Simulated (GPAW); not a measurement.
# CoO (Pm-3m) in GPAW: a series of runs, part 2 of 2

GPAW 26.7.0. The steps go on from the part before.

### 3 Single point, PBE+U, collinear spin, antiferromagnetic start

File run.py:

```python
from ase.dft.bandgap import bandgap
from ase.io import read, write
from ase.units import GPa
from gpaw import GPAW, PW

atoms = read('CoO.xyz')
atoms.set_initial_magnetic_moments([2.0, -2.0, 0.0, 0.0])

calc = GPAW(mode=PW(800),
            xc='PBE',
            kpts={'size': (5, 10, 10), 'gamma': True},
            occupations={'name': 'fermi-dirac', 'width': 0.05},
            setups={'Co': ':d,1.0'},
            nbands=30,
            convergence={'density': 1e-05, 'energy': 1e-05},
            maxiter=150,
            txt='gpaw.txt')
atoms.calc = calc
energy = atoms.get_potential_energy()
forces = atoms.get_forces()
stress = atoms.get_stress()
calc.write('gs.gpw')
write('result.traj', atoms)
print(f'Energy: {energy:.6f} eV')
print('Forces (eV/A):')
print(forces.round(4))
print('Stress (GPa):', (stress / GPa).round(3))
print('Moments:', calc.get_magnetic_moments().round(3))
print('Fermi level:', round(calc.get_fermi_level(), 4), 'eV')
print(f'Gap: {bandgap(calc)[0]:.4f} eV, direct: {bandgap(calc, direct=True)[0]:.4f} eV')
```

File CoO.xyz:

```xyz
4
Lattice="5.1410526200 0.0000000000 0.0000000000 0.0000000000 2.5705263100 0.0000000000 0.0000000000 0.0000000000 2.5705263100" Properties=species:S:1:pos:R:3 pbc="T T T"
Co     0.0000000000      0.0000000000      0.0000000000
Co     2.5705263100      0.0000000000      0.0000000000
O      1.2852631550      1.2852631550      1.2852631550
O      3.8557894650      1.2852631550      1.2852631550
```

Potentials or basis: GPAW PAW data sets (gpaw-data 1.2.1), pw.

On the command line:

```bash
$ OMP_NUM_THREADS=1 python run.py
```

gpaw.txt:

```text
__  _  _
 | _ |_)|_||  |
 |__||  | ||/\| - 26.7.0

Input parameters:
  mode=PW(ecut=800.0),
  convergence={'density': 1e-05, 'energy': 1e-05},
  kpts=MonkhorstPack(size=(5, 10, 10), gamma=True),
  maxiter=150,
  nbands=30,
  occupations=Occupations(name='fermi-dirac', width=0.05),
  setups={'Co': ':d,1.0'},
  xc=XC(name='PBE')

Diagonalizing LCAO Hamiltonian
Converting LCAO to pw mode
   .------------.
  /|            |
 * |            |
 | .-O------O---.
 |/            /
 Co----Co-----*

Atoms  # Å, Bohr magnetons
|   | symbol |        x |        y |        z |    initial magnetic moments |
|---|--------|----------|----------|----------|-----------------------------|
| 0 |     Co | 0.000000 | 0.000000 | 0.000000 | ( 0.0000,  0.0000,  2.0000) |
| 1 |     Co | 2.570526 | 0.000000 | 0.000000 | ( 0.0000,  0.0000, -2.0000) |
| 2 |      O | 1.285263 | 1.285263 | 1.285263 | ( 0.0000,  0.0000,  0.0000) |
| 3 |      O | 3.855789 | 1.285263 | 1.285263 | ( 0.0000,  0.0000,  0.0000) |

Unit cell  # Å
| periodic |        x |        y |        z |  lengths |    angles |
|----------|----------|----------|----------|----------|-----------|
|      yes | 5.141053 | 0.000000 | 0.000000 | 5.141053 | 90.000000 |
|      yes | 0.000000 | 2.570526 | 0.000000 | 2.570526 | 90.000000 |
|      yes | 0.000000 | 0.000000 | 2.570526 | 2.570526 | 90.000000 |

Number of symmetries: 16
Symmetry operations  # r_c * U_cc + t_c -> r_c
|    | kind |            matrix            |
|----|------|------------------------------|
|  0 |  E   |  1, 0, 0,  0, 1, 0,  0, 0, 1 |
|  1 |  σ   |  1, 0, 0,  0, 1, 0,  0, 0,-1 |
|  2 |  σ   |  1, 0, 0,  0, 0, 1,  0, 1, 0 |
|  3 |  C4  |  1, 0, 0,  0, 0, 1,  0,-1, 0 |
|  4 |  C4  |  1, 0, 0,  0, 0,-1,  0, 1, 0 |
|  5 |  σ   |  1, 0, 0,  0, 0,-1,  0,-1, 0 |
|  6 |  σ   |  1, 0, 0,  0,-1, 0,  0, 0, 1 |
|  7 |  C2  |  1, 0, 0,  0,-1, 0,  0, 0,-1 |
|  8 |  σ   | -1, 0, 0,  0, 1, 0,  0, 0, 1 |
|  9 |  C2  | -1, 0, 0,  0, 1, 0,  0, 0,-1 |
| 10 |  C2  | -1, 0, 0,  0, 0, 1,  0, 1, 0 |
| 11 |  S4  | -1, 0, 0,  0, 0, 1,  0,-1, 0 |
| 12 |  S4  | -1, 0, 0,  0, 0,-1,  0, 1, 0 |
| 13 |  C2  | -1, 0, 0,  0, 0,-1,  0,-1, 0 |
| 14 |  C2  | -1, 0, 0,  0,-1, 0,  0, 0, 1 |
| 15 |  i   | -1, 0, 0,  0,-1, 0,  0, 0,-1 |

BZ-sampling:
  Number of BZ points: 500
  Number of IBZ points: 63

  Monkhorst-Pack size: [5, 10, 10]
  Monkhorst-Pack shift: [0.0, 0.05, 0.05]

K-points  # in reciprocal-cell coordinates
|     |                                coordinates |     weight |
|-----|--------------------------------------------|------------|
|   0 | (  0.00000000,   0.00000000,   0.00000000) | 0.00200000 |
|   1 | (  0.00000000,   0.10000000,   0.00000000) | 0.00800000 |
|   2 | (  0.00000000,   0.10000000,   0.10000000) | 0.00800000 |
|   3 | (  0.00000000,   0.20000000,   0.00000000) | 0.00800000 |
|   4 | (  0.00000000,   0.20000000,   0.10000000) | 0.01600000 |
|   5 | (  0.00000000,   0.20000000,   0.20000000) | 0.00800000 |
|   6 | (  0.00000000,   0.30000000,   0.00000000) | 0.00800000 |
|   7 | (  0.00000000,   0.30000000,   0.10000000) | 0.01600000 |
|   8 | (  0.00000000,   0.30000000,   0.20000000) | 0.01600000 |
|   9 | (  0.00000000,   0.30000000,   0.30000000) | 0.00800000 |
| ... |                                            |            |
|  62 | (  0.40000000,   0.50000000,   0.50000000) | 0.00400000 |

Plane wave coefficients: 1784
Cutoff: 800.0 eV

Spin-components: 2 (collinear spins)
Bands:           30
Projectors:      22
Spin-degeneracy: 1
Datatype:        complex128

Parallelization:
  kpt:    1
  domain: 1
  band:   1

Density:
  Valence electrons: 30.0
  Components: 2
  Grid points: [35 18 18]
  Charge: 0.0  # |e|

Potential:
  Grid points: [35 18 18]

species:
  Co:
    name:    Cobalt
    Z:       27.0
    valence: 9
    core:    18
    charge:  0.0  # [|e|]
    Hubbard: {U: 1.0,  # eV
              l: 2,
              scale: True}
    compensation charges:
      type: gauss
      rc: 0.32  # [Å]
      lmax: 2
    cutoffs:
      filter: 1.87  # [Å]
      core: 2.55  # [Å]
    projectors
    | kind |    occ | energy [eV] | rcut [Å] |
    |------|--------|-------------|----------|
    |   4s |  2.000 |      -5.469 |    1.005 |
    |   4p |  0.000 |      -1.277 |    1.058 |
    |   3d |  7.000 |      -8.205 |    1.005 |
    |    s |        |      21.742 |    1.005 |
    |    p |        |      25.934 |    1.058 |
    |    d |        |      19.007 |    1.005 |

    Using partial waves for Co as LCAO basis

  O:
    name:    Oxygen
    Z:       8.0
    valence: 6
    core:    2
    charge:  0.0  # [|e|]
    compensation charges:
      type: gauss
      rc: 0.21  # [Å]
      lmax: 2
    cutoffs:
      filter: 1.17  # [Å]
      core: 0.83  # [Å]
    projectors
    | kind |    occ | energy [eV] | rcut [Å] |
    |------|--------|-------------|----------|
    |   2s |  2.000 |     -23.961 |    0.688 |
    |   2p |  4.000 |      -9.029 |    0.598 |
    |    s |        |       3.251 |    0.688 |
    |    p |        |      18.182 |    0.598 |
    |    d |        |       0.000 |    0.619 |

    Using partial waves for O as LCAO basis

Reference energy: -79887.124414  # eV

eigensolver:
  PPCG
  Converge bands: occupied
  niter=2

density mixing:
  MSR1-Mixer
  Pratt-step length: 0.05
  Maximum mixing coefficient: 0.75
  Old densities: 10
  SVD Regularization: 0.005
  Good broyden scale: 1.0
  Trust region scale: 1.0
  Backstep threshold: 4.0
  History deletion threshold: 6.0
  Fourier metric: weight=20.0, sigma=0.015

occupation numbers:
  Fermi-Dirac:
    width: 0.0500  # eV

poisson solver:
  ecut: 6400.0  # eV

xc functional:
  name: PBE with 2 nearest neighbor stencil

convergence criteria:
- Maximum integral of absolute [dens]ity change: 1e-05 electrons / valence electron
- Maximum [total energy] change in last 3 cyles: 1e-05 eV / valence electron
- Maximum integral of absolute [eigenst]ate change: 4e-08 eV^2 / valence electron
maximum number of iterations: 150

SCF iterations
|iter     | |      energy | eigst |  dens |  magmom |
|---------|-|-------------|-------|-------|---------|
|iter:   1| |  -26.643828 | +0.12 |       |  +0.0000|
|iter:   2| |  -26.450443 | -2.03 | -0.91 |  -0.0000|
|iter:   3| |  -26.358582 | -2.00 | -0.96 |  +0.0014|
|iter:   4| |  -27.069779 | -2.26 | -1.27 |  -0.0445|
|iter:   5| |  -26.750772 | -2.64 | -1.03 |  +0.0053|
|iter:   6| |  -27.021025 | -2.86 | -1.31 |  -0.0227|
|iter:   7| |  -27.215610 | -2.56 | -1.56 |  -0.0246|
|iter:   8| |  -27.249104 | -3.31 | -2.03 |  -0.0108|
|iter:   9| |  -27.249464 | -4.87 | -2.50 |  -0.0056|
|iter:  10| |  -27.250014 | -4.70 | -2.74 |  +0.0003|
|iter:  11| |  -27.250064 | -6.22 | -3.35 |  -0.0004|
|iter:  12| |  -27.250068c| -6.98 | -3.80 |  -0.0007|
|iter:  13| |  -27.250068c| -8.05c| -4.21 |  -0.0006|
|iter:  14| |  -27.250068c| -7.65c| -4.43 |  -0.0003|
|iter:  15| |  -27.250068c| -7.98c| -4.71 |  -0.0001|
|iter:  16| |  -27.250068c| -8.51c| -5.01c|  -0.0000|

Converged in 16 steps
Energy contributions relative to reference atoms: (reference = -79887.124414)

Energy contributions:
  Kinetic:          69.363527
  Coulomb:         -58.197473
  Zero:              0.173423
  External:          0.000000
  Xc:              -38.589529
  Entropy:          -0.000033
  Spinorbit:         0.000000
  ----------------------------
  Free energy:     -27.250084
  Extrapolated:    -27.250068

dipole moment: (-13.659311, -13.659310, -13.659310)  # |e|*Ang

Total magnetic moment: (0.000000, 0.000000, -0.000001)

Local magnetic moments
|        x |        y |         z |
|----------|----------|-----------|
| 0.000000 | 0.000000 |  2.393895 |  # Co   0
| 0.000000 | 0.000000 | -2.393896 |  # Co   1
| 0.000000 | 0.000000 | -0.000001 |  # O    2
| 0.000000 | 0.000000 | -0.000001 |  # O    3

Fermi level: 10.908
Eigenvalues  # (at kpt = [0.000, 0.000, 0.000])
| band index |      eig [eV] | occ [0-1] |      eig [eV] | occ [0-1] |
|------------|---------------|-----------|---------------|-----------|
|          0 |       -10.131 |     1.000 |       -10.131 |     1.000 |
|        ... |               |           |               |           |
|          7 |         7.383 |     1.000 |         7.383 |     1.000 |
|          8 |         7.402 |     1.000 |         7.402 |     1.000 |
|          9 |         7.780 |     1.000 |         7.780 |     1.000 |
|         10 |         7.782 |     1.000 |         7.782 |     1.000 |
|         11 |         7.782 |     1.000 |         7.782 |     1.000 |
|         12 |         9.016 |     1.000 |         9.016 |     1.000 |
[... 8 lines left out ...]
|         21 |        26.306 |     0.000 |        26.306 |     0.000 |
|         22 |        26.308 |     0.000 |        26.308 |     0.000 |
|        ... |               |           |               |           |
|         29 |        33.119 |     0.000 |        33.119 |     0.000 |

Gap: 0.766 eV
Transition (v -> c):
  (s=0, k=20, n=14, [0.00, 0.50, 0.50]) -> (s=1, k=48, n=15, [0.40, 0.30, 0.00])
Direct/indirect transitions are different
Direct gap: 1.049 eV
Transition at: (s=0->1, k=58, n=14, [0.40, 0.50, 0.10])

Forces  # eV/Ang
|        x |       y |       z |
|----------|---------|---------|
|  0.00000 | 0.00000 | 0.00000 |  # Co   0
|  0.00000 | 0.00000 | 0.00000 |  # Co   1
|  0.00002 | 0.00000 | 0.00000 |  # O    2
| -0.00002 | 0.00000 | 0.00000 |  # O    3

Stress tensor  # eV/Ang^3
|         x |         y |         z |
|-----------|-----------|-----------|
| -0.102419 |  0.000000 |  0.000000 |
|  0.000000 | -0.086651 |  0.000000 |
|  0.000000 |  0.000000 | -0.086651 |

# Writing to gs.gpw (mode='')
```

Run time: 2.8 min. Hardware: 1 thread of Arm Neoverse V2, shared host; peak memory 0.28 GiB.

What came out:

| Property | Result |
| --- | --- |
| Free energy | -27.2501 eV |
| Pressure | 14.7 GPa |
| Band gap on the k mesh | 0.77 eV |
| Net moment | 0.00 μB per cell |
| Site moments | Co +2.39, -2.39; O -0.00 μB |

Stress tensor (GPa, compression positive):
```
16.41  0.00  0.00
 0.00 13.88  0.00
 0.00  0.00 13.88
```

Caveat: an odd mesh through Γ misses points on the zone boundary, where band edges often lie.

### 4 Single point, PBE+U, collinear spin, ferrimagnetic start

Changes to run.py since step 3:

```diff
@@ -6,3 +6,3 @@
 atoms = read('CoO.xyz')
-atoms.set_initial_magnetic_moments([2.0, -2.0, 0.0, 0.0])
+atoms.set_initial_magnetic_moments([2.0, -1.0, 0.0, 0.0])
```

CoO.xyz is that of step 3.

On the command line:

```bash
$ OMP_NUM_THREADS=1 python run.py
```

It took 3.6 min on 1 thread of Arm Neoverse V2, shared host; peak memory 0.28 GiB.

It converged, with:

* Free energy: -27.2501 eV
* Pressure: 14.7 GPa
* Band gap on the k mesh: 0.77 eV
* Net moment: 0.00 μB per cell
* Site moments: Co +2.39, -2.39; O -0.00 μB

Stress tensor (GPa, compression positive):
```
16.41  0.00  0.00
 0.00 13.88  0.00
 0.00  0.00 13.88
```

Levels at points of the mesh, in eV from the valence-band top:
Spin up:
| k point | band 11 | band 12 | band 13 | band 14 | band 15 | band 16 | band 17 | band 18 | band 19 | band 20 |
| --- | --- | --- | --- | --- | --- | --- | --- | --- | --- | --- |
| (0.00, 0.00, 0.00) | -2.78 | -2.78 | -1.55 | -1.55 | -0.80 | 1.17 | 1.23 | 1.82 | 1.82 | 6.50 |
| (0.00, 0.50, 0.00) | -2.00 | -1.93 | -1.78 | -1.44 | -0.20 | 0.86 | 1.50 | 1.56 | 6.26 | 6.51 |
| (0.00, 0.50, 0.50) | -2.48 | -1.78 | -1.55 | -0.64 | 0.00 | 1.76 | 1.85 | 1.85 | 6.27 | 6.81 |
Spin down:
| k point | band 12 | band 13 | band 14 | band 15 | band 16 | band 17 | band 18 | band 19 |
| --- | --- | --- | --- | --- | --- | --- | --- | --- |
| (0.00, 0.00, 0.00) | -2.78 | -1.55 | -1.55 | -0.80 | 1.17 | 1.23 | 1.82 | 1.82 |
| (0.00, 0.50, 0.00) | -1.93 | -1.78 | -1.44 | -0.20 | 0.86 | 1.50 | 1.56 | 6.26 |
| (0.00, 0.50, 0.50) | -1.78 | -1.55 | -0.64 | 0.00 | 1.76 | 1.85 | 1.85 | 6.27 |

Caveat: an odd mesh through Γ misses points on the zone boundary, where band edges often lie.

### 5 Single point, PBE+U, collinear spin, random start

Changes to run.py since step 4:

```diff
@@ -6,3 +6,3 @@
 atoms = read('CoO.xyz')
-atoms.set_initial_magnetic_moments([2.0, -1.0, 0.0, 0.0])
+atoms.set_initial_magnetic_moments([2.36, -2.38, 0.0, 0.0])
```

CoO.xyz is that of step 4.

On the command line:

```bash
$ OMP_NUM_THREADS=1 python run.py
```

Wall time 3.6 min (1 thread of Arm Neoverse V2, shared host); peak memory 0.28 GiB.

Results (log left out):

```yaml
Free_energy: -27.2501 eV
Pressure: 14.7 GPa
Band_gap_on_the_k_mesh: 0.77 eV
Net_moment: 0.00 μB per cell
Site_moments: Co +2.39, -2.39; O -0.00 μB
```

Stress tensor (GPa, compression positive):
```
16.41  0.00  0.00
 0.00 13.88  0.00
 0.00  0.00 13.88
```

Levels at points of the mesh, in eV from the valence-band top:
Spin up:
| k point | band 13 | band 14 | band 15 | band 16 | band 17 | band 18 |
| --- | --- | --- | --- | --- | --- | --- |
| (0.00, 0.00, 0.00) | -1.55 | -1.55 | -0.80 | 1.17 | 1.23 | 1.82 |
| (0.00, 0.50, 0.00) | -1.78 | -1.44 | -0.20 | 0.86 | 1.50 | 1.56 |
| (0.00, 0.50, 0.50) | -1.55 | -0.64 | 0.00 | 1.76 | 1.85 | 1.85 |
Spin down:
| k point | band 12 | band 13 | band 14 | band 15 | band 16 | band 17 | band 18 | band 19 |
| --- | --- | --- | --- | --- | --- | --- | --- | --- |
| (0.00, 0.00, 0.00) | -2.78 | -1.55 | -1.55 | -0.80 | 1.17 | 1.23 | 1.82 | 1.82 |
| (0.00, 0.50, 0.00) | -1.93 | -1.78 | -1.44 | -0.20 | 0.86 | 1.50 | 1.56 | 6.26 |
| (0.00, 0.50, 0.50) | -1.78 | -1.55 | -0.64 | 0.00 | 1.76 | 1.85 | 1.85 | 6.27 |

Caveat: an odd mesh through Γ misses points on the zone boundary, where band edges often lie.

### 6 Single point, PBE+U, collinear spin, ferromagnetic start

Changes to run.py since step 5:

```diff
@@ -6,3 +6,3 @@
 atoms = read('CoO.xyz')
-atoms.set_initial_magnetic_moments([2.36, -2.38, 0.0, 0.0])
+atoms.set_initial_magnetic_moments([3.5, 3.5, 0.0, 0.0])
```

CoO.xyz is that of step 5.

Potentials or basis: GPAW PAW data sets (gpaw-data 1.2.1), pw.

On the command line:

```bash
$ OMP_NUM_THREADS=1 python run.py
```

It took 3.8 min on 1 thread of Arm Neoverse V2, shared host; peak memory 0.28 GiB.

It converged, with:

- Free energy: -26.8302 eV
- Pressure: 19.9 GPa
- Band gap on the k mesh: 0.15 eV
- Net moment: 6.00 μB per cell
- Site moments: Co +2.54; O +0.28 μB

Levels at points of the mesh, in eV from the valence-band top:
Spin up:
| k point | band 14 | band 15 | band 16 | band 17 | band 18 | band 19 | band 20 | band 21 | band 22 | band 23 |
| --- | --- | --- | --- | --- | --- | --- | --- | --- | --- | --- |
| (0.00, 0.00, 0.00) | -2.89 | -2.89 | -1.77 | -0.51 | -0.51 | 0.89 | 6.33 | 8.47 | 15.55 | 15.55 |
| (0.00, 0.50, 0.00) | -1.88 | -1.78 | -1.77 | -0.51 | -0.51 | 5.73 | 6.33 | 8.47 | 11.51 | 11.51 |
| (0.00, 0.50, 0.50) | -1.74 | -1.74 | -0.70 | -0.70 | -0.70 | 5.73 | 6.64 | 6.64 | 6.64 | 11.51 |
Spin down:
```tsv
k point	band 9	band 10	band 11	band 12	band 13	band 14	band 15	band 16
(0.00, 0.00, 0.00)	-2.23	-2.23	-2.23	-0.18	1.20	1.20	1.20	1.32
(0.00, 0.50, 0.00)	-2.97	-1.19	-0.18	-0.05	0.15	0.36	0.36	1.32
(0.00, 0.50, 0.50)	-1.19	-0.05	0.00	0.00	0.15	0.36	0.36	2.75
```

Caveat: an odd mesh through Γ misses points on the zone boundary, where band edges often lie. The state reached can hang on the start; a lower one may exist.

### 7 Single point, PBE+U, collinear spin, antiferromagnetic start

Changes to run.py since step 6:

```diff
@@ -6,3 +6,3 @@
 atoms = read('CoO.xyz')
-atoms.set_initial_magnetic_moments([3.5, 3.5, 0.0, 0.0])
+atoms.set_initial_magnetic_moments([3.5, -3.5, 0.0, 0.0])
```

CoO.xyz is that of step 6.

On the command line:

```bash
$ OMP_NUM_THREADS=1 python run.py
```

Run time: 3.1 min. Hardware: 1 thread of Arm Neoverse V2, shared host; peak memory 0.28 GiB.

It converged, with:

* Free energy: -27.2501 eV
* Pressure: 14.7 GPa
* Band gap on the k mesh: 0.77 eV
* Net moment: 0.00 μB per cell
* Site moments: Co +2.39, -2.39; O +0.00 μB

Stress tensor (GPa, compression positive):
```
16.41  0.00  0.00
 0.00 13.88  0.00
 0.00  0.00 13.88
```

Levels at points of the mesh, in eV from the valence-band top:
Spin up:
```csv
k point,band 12,band 13,band 14,band 15,band 16,band 17,band 18,band 19
"(0.00, 0.00, 0.00)",-2.78,-1.55,-1.55,-0.80,1.17,1.23,1.82,1.82
"(0.00, 0.50, 0.00)",-1.93,-1.78,-1.44,-0.20,0.86,1.50,1.56,6.26
"(0.00, 0.50, 0.50)",-1.78,-1.55,-0.64,0.00,1.76,1.85,1.85,6.27
```
Spin down:
| k point | band 13 | band 14 | band 15 | band 16 | band 17 | band 18 |
| --- | --- | --- | --- | --- | --- | --- |
| (0.00, 0.00, 0.00) | -1.55 | -1.55 | -0.80 | 1.17 | 1.23 | 1.82 |
| (0.00, 0.50, 0.00) | -1.78 | -1.44 | -0.20 | 0.86 | 1.50 | 1.56 |
| (0.00, 0.50, 0.50) | -1.55 | -0.64 | 0.00 | 1.76 | 1.85 | 1.85 |

Caveat: an odd mesh through Γ misses points on the zone boundary, where band edges often lie.

### 8 Overview

```tsv
spin	gap on the mesh (eV)	pressure (GPa)	moment (μB)
collinear, ferromagnetic start	0.15	19.9	6.00
collinear, antiferromagnetic start	0.77	14.7	0.00
collinear, ferrimagnetic start	0.77	14.7	0.00
collinear, random start	0.77	14.7	0.00
```

Alike in all rows: task single point; level PBE+U; potentials or basis GPAW PAW data sets (gpaw-data 1.2.1), pw; Co d U = 1 eV; cell as given; k mesh 5 × 10 × 10; cutoff (eV) 800; smearing fermi-dirac 0.05 eV.

On the cell as given the gap runs from 0.15 eV (PBE+U) to 0.77 eV (PBE+U).

Caveats: an odd mesh through Γ misses points on the zone boundary, where band edges often lie.

Total energies depend on the potentials used, so only differences within one code and one set of settings carry meaning.
